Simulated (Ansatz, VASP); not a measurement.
**Fe in VASP and in Ansatz**

Contents of INCAR:

```
  PREC = Accurate
  ENCUT = 520
  EDIFF = 1E-6
  ISMEAR = 0
  SIGMA = 0.15
  LREAL = False
  LASPH = True
  NELM = 150
  ALGO = Normal
  ISIF = 2
  LWAVE = False
  LCHARG = True
  ISPIN = 2
  MAGMOM = 2.44
  LORBIT = 11
  LMAXMIX = 4
  GGA = PE
  LELF = True
  LVHAR = True
  NBANDS = 14
```

The input KPOINTS:

```
regular mesh
0
Gamma
  10 10 10
```

Contents of POSCAR:

```
Fe
1.0
   -1.5195513979      1.4157750842      1.4157750842
    1.5195513979     -1.4157750842      1.4157750842
    1.5195513979      1.4157750842     -1.4157750842
Fe
1
Direct
    0.0000000000      0.0000000000      0.0000000000
```

Input for Ansatz:

```yaml
crystal:
  lattice:
    - [-1.5195513979, 1.4157750842, 1.4157750842]
    - [1.5195513979, -1.4157750842, 1.4157750842]
    - [1.5195513979, 1.4157750842, -1.4157750842]
  atoms:
    - { symbol: Fe, position: [0.0, 0.0, 0.0], spin: 2.44 }
basis:
  ecutwfc: 520.0
kpoints:
  mp_grid: { grid: [10, 10, 10] }
hamiltonian:
  xc: pbe
scf:
  occupations: { method: gaussian, width: 0.15 }
output:
  forces: true
  stress: true
  eigenvalues: true
  populations: true
magnetization:
  spin_polarized: true
```

Change from the starting cell: normal strain along x +0.0733, normal strain along z +0.0000.

Alike in both runs: task single point; functional PBE; k mesh 10 × 10 × 10; occupations gaussian, width 0.15 eV; collinear spin.

```csv
,VASP,Ansatz
version,VASP 6.6.1,Ansatz 0.2.0
potentials or method,"VASP PAW PBE potentials, release 64 (Fe)","scalar-relativistic, plane waves, PAW"
plane-wave cutoff (eV),520,520
valence electrons in the cell,8,16
```

|  | VASP | Ansatz | Ansatz less VASP |
| --- | --- | --- | --- |
| gap on the k mesh at the Fermi level (eV) | none | none | - |
| pressure (GPa) | -11.0 | -11.3 | -0.28 |
| largest component of the traceless stress (GPa) | 3.11 | 3.41 | +0.298 |
| net moment per atom (μB) | 2.30 | 2.27 | -0.026 |
| size of the moment on the site where the two differ most (μB) | 2.31 | 2.33 | +0.023 |

Site moments also hang on the region over which each program counts them. A gap of «none» marks a metal or a gap that the smearing closes. The two sets of potentials don't hold the same shells in valence.
